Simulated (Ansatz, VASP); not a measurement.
**Two plane-wave programs on B**

```
B
1.0
     2.34611    0.00000    0.00000
     0.00000    2.34611    0.00000
     0.00000    0.00000    1.58579
B
1
Cartesian
  1.1731 1.1731 0.7929
```

The cell was built by a generator and needn't be a form met in nature.

Alike in both runs: task single point; functional PBE; k mesh 11 × 11 × 16; occupations fermi-dirac, width 0.05 eV; no spin polarisation.

|  | VASP | Ansatz |
| --- | --- | --- |
| version | VASP 6.6.1 | Ansatz 0.2.0 |
| potentials or method | VASP PAW PBE potentials, release 64 (B) | Ansatz PAW soft_1 |
| plane-wave cutoff (eV) | 520 | 420 |
| valence electrons in the cell | 3 | 3 |

|  | VASP | Ansatz | Ansatz less VASP |
| --- | --- | --- | --- |
| gap on the k mesh at the Fermi level (eV) | none | none | - |
| pressure (GPa) | -0.4 | -0.4 | +0.04 |
| largest component of the traceless stress (GPa) | 1.53 | 1.55 | +0.019 |

A gap of «none» marks a metal or a gap that the smearing closes. With one functional, cell and mesh, what is left measures potentials, basis and numerics.
